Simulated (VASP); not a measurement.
The system is Te2Mo.

```xyz
6
Lattice="3.4964 0.0000 0.0000 -1.7482 3.0279 0.0000 0.0000 0.0000 13.7017" Properties=species:S:1:pos:R:3 pbc="T T T"
Te    0.0000    2.0186    8.4587
Te    1.7482    1.0093    1.6079
Te    0.0000    2.0186   12.0939
Te    1.7482    1.0093    5.2430
Mo    0.0000    2.0186    3.4254
Mo    1.7482    1.0093   10.2763
```

```yaml
Program: VASP 6.6.1
Task: relaxation of cell and atoms
Functional: PBEsol
Potentials_or_basis: VASP PAW PBE potentials, release 64 (Te, Mo_sv)
Cutoff: 600 eV
k_mesh: 9 × 9 × 2
Occupations: gaussian, width 0.02 eV
Spin: no spin polarisation
```

At the start: pressure -0.4 GPa; volume 24.18 Å³/atom.

Q: Where does the relaxation end?

A: Over 16 steps the energy falls by 2.6 meV/atom and the volume is 24.67 Å³/atom (+2.0 %); space group P6_3/mmc (No. 194, to 0.05 Å).

The path:
| step | energy change (eV) | largest force (eV/Å) | pressure (GPa) | volume (Å³) |
| --- | --- | --- | --- | --- |
| 1 | 0.0000 | 0.2123 | -0.44 | 145.06 |
| 2 | 0.0005 | 0.0723 | 1.24 | 143.67 |
| 3 | -0.0030 | 0.0776 | 0.37 | 144.38 |
| 4 | -0.0067 | 0.0577 | 0.30 | 144.96 |
| 5 | -0.0132 | 0.0012 | 0.11 | 146.69 |
| 6 | -0.0104 | 0.1063 | -0.13 | 150.18 |
| 7 | -0.0144 | 0.0466 | 0.03 | 148.02 |
| 8 | -0.0136 | 0.1071 | -0.62 | 148.67 |
| 9 | -0.0153 | 0.0200 | -0.28 | 148.30 |
| 10 | -0.0134 | 0.0267 | 0.51 | 147.26 |
| 11 | -0.0156 | 0.0075 | -0.02 | 148.01 |
| 12 | -0.0156 | 0.0079 | -0.02 | 148.02 |
| 13 | -0.0155 | 0.0143 | -0.13 | 148.16 |
| 14 | -0.0156 | 0.0086 | -0.04 | 148.02 |
| 15 | -0.0155 | 0.0149 | 0.06 | 147.95 |
| 16 | -0.0156 | 0.0001 | -0.01 | 148.00 |

Final structure:
```cif
data_structure
_symmetry_space_group_name_H-M 'P 1'
_symmetry_Int_Tables_number 1
_cell_length_a 3.4941
_cell_length_b 3.4941
_cell_length_c 13.9977
_cell_angle_alpha 90.000
_cell_angle_beta 90.000
_cell_angle_gamma 120.000
_cell_volume 148.00
loop_
_atom_site_label
_atom_site_type_symbol
_atom_site_fract_x
_atom_site_fract_y
_atom_site_fract_z
_atom_site_occupancy
Te1 Te 0.33333 0.66667 0.62089 1
Te2 Te 0.66667 0.33333 0.12089 1
Te3 Te 0.33333 0.66667 0.87911 1
Te4 Te 0.66667 0.33333 0.37911 1
Mo1 Mo 0.33333 0.66667 0.25000 1
Mo2 Mo 0.66667 0.33333 0.75000 1
```

Caveat: the PAW data sets were made with another functional, which shifts forces and pressure a little; this functional lacks dispersion, which binds the layers, so the pressure and a relaxed spacing across them are unreliable.
